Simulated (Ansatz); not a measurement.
# Ti: further runs on the relaxed cell, part 2 of 2

Aim: for Ti, see whether it has a gap, which orbitals make up the states near it and how charge is shared, compare with the cell as listed and fit an equation of state.

Ansatz 0.2.0; DFT PBEsol, scalar-relativistic, plane waves, PAW. Earlier steps stand in the parts before.

## Step 5: The cell scaled to 1.03 of its volume

This is Ti in the fcc structure; at room conditions it is hcp.

Input file input.yaml:

```yaml
crystal:
  lattice:
    - [0.0, 2.0480008846, 2.0480008846]
    - [2.0480008846, 0.0, 2.0480008846]
    - [2.0480008846, 2.0480008846, 0.0]
  atoms:
    - { symbol: Ti, position: [0.0, 0.0, 0.0] }
basis:
  ecutwfc: 420
kpoints:
  mp_grid: { grid: [18, 18, 18] }
hamiltonian:
  xc: pbesol
scf:
  occupations: { method: gaussian, width: 0.1 }
output:
  forces: true
  stress: true
  eigenvalues: true
```

Launch:

```
$ ansatz run input.yaml --threads 1 --pin off --max-ram 2560MiB --backend cpu --events-out ev --progress --plain --runs-dir out
```

The program printed (excerpt; [...] marks lines left out):

```text
Warning: RAYON_NUM_THREADS=1 ignored (pool sized by the plan → 1); use --threads N
[...]
Pseudopotentials: kind: paw
Pseudopotential: Ti, paw, valence charge 12, recommended cutoff 420 eV (normal), Ti.paw.azcp
Functional definition: PBEsol
[...]
Crystal: 1 atoms, lattice volume = 17.180 Å³
Basis set: ecut = 420 eV, 331 PW (Γ), exchange–correlation on 40×40×40 points (8 copies of the dense FFT grid, shifted against one another)
Bands: 10, of which v1, the nominal top of the filled ones, is band 6 counted from 1 (5 counted from 0)
Symmetry: 48 space group operations
Space group: Fm-3m (ITA 225), of the structure as read, at distance tolerance 2.6e-5 Å
k-points: 195 of 5832
[...]
SCF iter   1: F=—  HF=-2473.841423 eV  |F-HF|=—  |Δ(HF+E_count)|=         —  Δρ=6.81e-3  dr2=6.12e-3  ethr=1.77e-3  ⟨swp⟩=4.4  Hψ=10192  notcnv=0
[...]
SCF iter   6: F=-2473.839344 eV  HF=-2473.839344 eV  |F-HF|=8.91e-11  |Δ(HF+E_count)|=  9.56e-10  Δρ=9.90e-7  dr2=1.37e-10  ethr=5.04e-11  ⟨swp⟩=1.6  Hψ=5939  notcnv=0
[...]
SCF converged after 6 iterations
Free energy (F): -2473.839344 eV
[...]
E sigma→0 (E₀):  -2473.834971 eV
Entropy (-TS):   -0.008745 eV (-8.745 meV/atom)
Fermi energy:    13.310015 eV
[...]
--- Forces (eV/Å), atoms counted from 1 ---
  atom   1  Ti    -0.00000000     0.00000000     0.00000000
[...]
--- Stress (GPa, compression-positive) ---
       -3.214132      -0.000000      -0.000000
       -0.000000      -3.214132       0.000000
        0.000000       0.000000      -3.214132
  P = ⅓ Tr σ = -3.2141 GPa (-32.141 kbar)
--- Band table (eV; the first three rows and the last of 195) ---
  k-point 0: bands = ["-43.1069", "-19.0634", "-19.0634", "-19.0634", "7.2066", "14.1976", "14.1976", "14.1976", "15.8521", "15.8521"]
[...]
```

Run time: 1.3 s. Hardware: 1 thread of Intel Xeon Platinum 8488C (Sapphire Rapids), shared host; peak memory 0.37 GiB.

## Step 6: The cell scaled to 0.94 of its volume

Edit input.yaml of step 5 so:

```diff
@@ -2,5 +2,5 @@
   lattice:
-    - [0.0, 2.0480008846, 2.0480008846]
-    - [2.0480008846, 0.0, 2.0480008846]
-    - [2.0480008846, 2.0480008846, 0.0]
+    - [0.0, 1.9865233895, 1.9865233895]
+    - [1.9865233895, 0.0, 1.9865233895]
+    - [1.9865233895, 1.9865233895, 0.0]
   atoms:
```

Launch:

```
$ ansatz run input.yaml --threads 1 --pin off --max-ram 2560MiB --backend cpu --events-out ev --progress --plain --runs-dir out
```

The program printed (excerpt; [...] marks lines left out):

```text
Warning: RAYON_NUM_THREADS=1 ignored (pool sized by the plan → 1); use --threads N
[...]
[... 3 set-up lines as earlier in the session ...]
[...]
Crystal: 1 atoms, lattice volume = 15.679 Å³
Basis set: ecut = 420 eV, 331 PW (Γ), exchange–correlation on 40×40×40 points (8 copies of the dense FFT grid, shifted against one another)
Bands: 10, of which v1, the nominal top of the filled ones, is band 6 counted from 1 (5 counted from 0)
[... 2 set-up lines as earlier in the session ...]
k-points: 195 of 5832
[...]
SCF iter   1: F=—  HF=-2473.822786 eV  |F-HF|=—  |Δ(HF+E_count)|=         —  Δρ=6.76e-3  dr2=4.93e-3  ethr=1.77e-3  ⟨swp⟩=4.4  Hψ=10133  notcnv=0
[...]
SCF iter   6: F=-2473.821094 eV  HF=-2473.821094 eV  |F-HF|=4.55e-13  |Δ(HF+E_count)|=  1.48e-10  Δρ=4.08e-7  dr2=1.07e-11  ethr=1.67e-11  ⟨swp⟩=1.5  Hψ=5934  notcnv=0
[...]
SCF converged after 6 iterations
Free energy (F): -2473.821094 eV
[...]
E sigma→0 (E₀):  -2473.817211 eV
Entropy (-TS):   -0.007766 eV (-7.766 meV/atom)
Fermi energy:    14.826778 eV
[...]
--- Forces (eV/Å), atoms counted from 1 ---
  atom   1  Ti    -0.00000000     0.00000000    -0.00000000
[...]
--- Stress (GPa, compression-positive) ---
        7.829577      -0.000000       0.000000
        0.000000       7.829577       0.000000
       -0.000000       0.000000       7.829577
  P = ⅓ Tr σ = 7.8296 GPa (78.296 kbar)
--- Band table (eV; the first three rows and the last of 195) ---
  k-point 0: bands = ["-41.4382", "-17.2700", "-17.2700", "-17.2700", "8.5389", "15.7628", "15.7628", "15.7628", "17.6406", "17.6406"]
[...]
```

It took 1.5 s on 1 thread of Intel Xeon Platinum 8488C (Sapphire Rapids), shared host; peak memory 0.37 GiB.

## Step 7: The cell scaled to 1.06 of its volume

Edit input.yaml of step 6 so:

```diff
@@ -2,5 +2,5 @@
   lattice:
-    - [0.0, 1.9865233895, 1.9865233895]
-    - [1.9865233895, 0.0, 1.9865233895]
-    - [1.9865233895, 1.9865233895, 0.0]
+    - [0.0, 2.0676944089, 2.0676944089]
+    - [2.0676944089, 0.0, 2.0676944089]
+    - [2.0676944089, 2.0676944089, 0.0]
   atoms:
```

Launch:

```
$ ansatz run input.yaml --threads 1 --pin off --max-ram 2560MiB --backend cpu --events-out ev --progress --plain --runs-dir out
```

The program printed (excerpt; [...] marks lines left out):

```text
[...]
SCF converged after 6 iterations
Free energy (F): -2473.824806 eV
[...]
E sigma→0 (E₀):  -2473.820313 eV
Entropy (-TS):   -0.008986 eV (-8.986 meV/atom)
Fermi energy:    12.858854 eV
[...]
--- Forces (eV/Å), atoms counted from 1 ---
  atom   1  Ti    -0.00000000     0.00000000     0.00000000
[...]
--- Stress (GPa, compression-positive) ---
       -6.032029       0.000000       0.000000
       -0.000000      -6.032029       0.000000
        0.000000       0.000000      -6.032029
  P = ⅓ Tr σ = -6.0320 GPa (-60.320 kbar)
--- Band table (eV; the first three rows and the last of 195) ---
  k-point 0: bands = ["-43.6104", "-19.5985", "-19.5985", "-19.5985", "6.8204", "13.7284", "13.7284", "13.7284", "15.3177", "15.3177"]
[...]
```

Wall time 1.4 s (1 thread of Intel Xeon Platinum 8488C (Sapphire Rapids), shared host); peak memory 0.38 GiB.

## Step 8: Volume × 0.91

Edit input.yaml of step 7 so:

```diff
@@ -2,5 +2,5 @@
   lattice:
-    - [0.0, 2.0676944089, 2.0676944089]
-    - [2.0676944089, 0.0, 2.0676944089]
-    - [2.0676944089, 2.0676944089, 0.0]
+    - [0.0, 1.9651612674, 1.9651612674]
+    - [1.9651612674, 0.0, 1.9651612674]
+    - [1.9651612674, 1.9651612674, 0.0]
   atoms:
```

Launch:

```
$ ansatz run input.yaml --threads 1 --pin off --max-ram 2560MiB --backend cpu --events-out ev --progress --plain --runs-dir out
```

The program printed (excerpt; [...] marks lines left out):

```text
Warning: RAYON_NUM_THREADS=1 ignored (pool sized by the plan → 1); use --threads N
[...]
[... 3 set-up lines as earlier in the session ...]
[...]
Crystal: 1 atoms, lattice volume = 15.178 Å³
Basis set: ecut = 420 eV, 307 PW (Γ), exchange–correlation on 40×40×40 points (8 copies of the dense FFT grid, shifted against one another)
Bands: 10, of which v1, the nominal top of the filled ones, is band 6 counted from 1 (5 counted from 0)
[... 2 set-up lines as earlier in the session ...]
k-points: 195 of 5832
[...]
SCF iter   1: F=—  HF=-2473.791106 eV  |F-HF|=—  |Δ(HF+E_count)|=         —  Δρ=6.89e-3  dr2=4.94e-3  ethr=1.77e-3  ⟨swp⟩=4.4  Hψ=10126  notcnv=0
[...]
SCF iter   6: F=-2473.789380 eV  HF=-2473.789380 eV  |F-HF|=4.55e-13  |Δ(HF+E_count)|=  3.04e-10  Δρ=5.05e-7  dr2=1.50e-11  ethr=1.25e-11  ⟨swp⟩=1.3  Hψ=5195  notcnv=0
[...]
SCF converged after 6 iterations
Free energy (F): -2473.789380 eV
[...]
E sigma→0 (E₀):  -2473.785764 eV
Entropy (-TS):   -0.007232 eV (-7.232 meV/atom)
Fermi energy:    15.394807 eV
[...]
--- Forces (eV/Å), atoms counted from 1 ---
  atom   1  Ti    -0.00000000     0.00000000    -0.00000000
[...]
--- Stress (GPa, compression-positive) ---
       12.586291       0.000000      -0.000000
       -0.000000      12.586291       0.000000
       -0.000000       0.000000      12.586291
  P = ⅓ Tr σ = 12.5863 GPa (125.863 kbar)
--- Band table (eV; the first three rows and the last of 195) ---
  k-point 0: bands = ["-40.8233", "-16.6007", "-16.6007", "-16.6007", "9.0520", "16.3442", "16.3442", "16.3442", "18.3071", "18.3071"]
[...]
```

Run time: 1.2 s. Hardware: 1 thread of Intel Xeon Platinum 8488C (Sapphire Rapids), shared host; peak memory 0.37 GiB.

## Step 9: The cell scaled to 1.10 of its volume

Edit input.yaml of step 8 so:

```diff
@@ -2,5 +2,5 @@
   lattice:
-    - [0.0, 1.9651612674, 1.9651612674]
-    - [1.9651612674, 0.0, 1.9651612674]
-    - [1.9651612674, 1.9651612674, 0.0]
+    - [0.0, 2.0933826804, 2.0933826804]
+    - [2.0933826804, 0.0, 2.0933826804]
+    - [2.0933826804, 2.0933826804, 0.0]
   atoms:
```

Launch:

```
$ ansatz run input.yaml --threads 1 --pin off --max-ram 2560MiB --backend cpu --events-out ev --progress --plain --runs-dir out
```

The program printed (excerpt; [...] marks lines left out):

```text
[...]
SCF converged after 6 iterations
Free energy (F): -2473.792780 eV
[...]
E sigma→0 (E₀):  -2473.788128 eV
Entropy (-TS):   -0.009306 eV (-9.306 meV/atom)
Fermi energy:    12.293833 eV
[...]
--- Forces (eV/Å), atoms counted from 1 ---
  atom   1  Ti    -0.00000000    -0.00000000     0.00000000
[...]
--- Stress (GPa, compression-positive) ---
       -9.252358      -0.000000      -0.000000
        0.000000      -9.252358      -0.000000
        0.000000       0.000000      -9.252358
  P = ⅓ Tr σ = -9.2524 GPa (-92.524 kbar)
--- Band table (eV; the first three rows and the last of 195) ---
  k-point 0: bands = ["-44.2450", "-20.2696", "-20.2696", "-20.2696", "6.3433", "13.1383", "13.1383", "13.1383", "14.6468", "14.6468"]
[...]
```

Wall time 1.6 s (1 thread of Intel Xeon Platinum 8488C (Sapphire Rapids), shared host); peak memory 0.38 GiB.

## Step 10: Volume × 0.88

Edit input.yaml of step 9 so:

```diff
@@ -2,5 +2,5 @@
   lattice:
-    - [0.0, 2.0933826804, 2.0933826804]
-    - [2.0933826804, 0.0, 2.0933826804]
-    - [2.0933826804, 2.0933826804, 0.0]
+    - [0.0, 1.9433243347, 1.9433243347]
+    - [1.9433243347, 0.0, 1.9433243347]
+    - [1.9433243347, 1.9433243347, 0.0]
   atoms:
```

Launch:

```
$ ansatz run input.yaml --threads 1 --pin off --max-ram 2560MiB --backend cpu --events-out ev --progress --plain --runs-dir out
```

The program printed (excerpt; [...] marks lines left out):

```text
[...]
SCF converged after 6 iterations
Free energy (F): -2473.741770 eV
[...]
E sigma→0 (E₀):  -2473.738475 eV
Entropy (-TS):   -0.006590 eV (-6.590 meV/atom)
Fermi energy:    15.998744 eV
[...]
--- Forces (eV/Å), atoms counted from 1 ---
  atom   1  Ti    -0.00000000    -0.00000000     0.00000000
[...]
--- Stress (GPa, compression-positive) ---
       18.027662       0.000000      -0.000000
        0.000000      18.027662      -0.000000
       -0.000000       0.000000      18.027662
  P = ⅓ Tr σ = 18.0277 GPa (180.277 kbar)
--- Band table (eV; the first three rows and the last of 195) ---
  k-point 0: bands = ["-40.1764", "-15.8909", "-15.8909", "-15.8909", "9.6063", "16.9595", "16.9595", "16.9595", "19.0135", "19.0135"]
[...]
```

Run time: 1.2 s. Hardware: 1 thread of Intel Xeon Platinum 8488C (Sapphire Rapids), shared host; peak memory 0.37 GiB.

## Step 11: Fit of the equation of state

```tsv
volume (Å³/atom)	energy above the lowest point (meV/atom)	pressure (GPa)	gap on the mesh (eV)
14.678	101.8	18.03	0.00
15.178	54.5	12.59	0.00
15.679	23.0	7.83	0.00
16.179	5.4	3.66	0.00
16.680	0.0	0.00	0.00
17.180	5.3	-3.21	0.00
17.680	19.9	-6.03	0.00
18.347	52.1	-9.25	0.00
```

## Step 12: Outcome

The summary covers parts 1 to 2.

```
                     quantity                                                            value
                          gap                                                     none (metal)
    states at the Fermi level                                             1.68 per eV per cell
                Bader charges                                                       Ti +0.00 e
                  listed cell  0.1 meV/atom above the relaxed cell, -0.4 GPa, gap none (metal)
equilibrium volume of the fit                                                    16.67 Å³/atom
                 bulk modulus                                                          114 GPa
      its pressure derivative                                                              3.3
```

In words: It comes out metallic. Of the projected weight within 0.25 eV of the Fermi level, the largest part is Ti 3d (94 %). Held at the listed cell, the crystal is under -0.4 GPa and lies 0.1 meV/atom higher. The fit puts the minimum at 16.67 Å³/atom with B = 114 GPa and B' = 3.3.
